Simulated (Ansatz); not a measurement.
Zinc-blende AlSb, treated with LC-ωPBE (PAW; Ansatz, a program for electronic structure).

Run with plane-wave cutoff 460 eV, 8×8×8 k mesh, Fermi–Dirac smearing 0.01 eV, scalar-relativistic PAW data made under PBE.

Response to compression and expansion:

| V (Å³/atom) | P (GPa) | direct gap at Γ (eV) | smallest gap on the k mesh (eV) |
|---|---|---|---|
| 26.766 | 3.91 | 7.573 | 5.574 |
| 27.471 | 1.84 | 7.310 | 5.623 |
| 27.819 | 0.90 | 7.182 | 5.645 |
| 28.175 | 0.01 | 7.053 | 5.667 |
| 28.879 | -1.61 | 6.803 | 5.708 |
| 29.323 | -2.52 | 6.649 | 5.732 |

The fundamental gap (5.67 eV at the equilibrium volume, on the SCF mesh) lies elsewhere than Γ–Γ.

Measured, for comparison: band gap 1.73 eV (zero-point renormalisation of 35 meV (experimental, the table's column) added back here, indirect; inputs from Miglio et al. (2020), arXiv:2011.12765).

Spin–orbit coupling is not included; with these elements it can move the gap by several tenths of an eV or more.
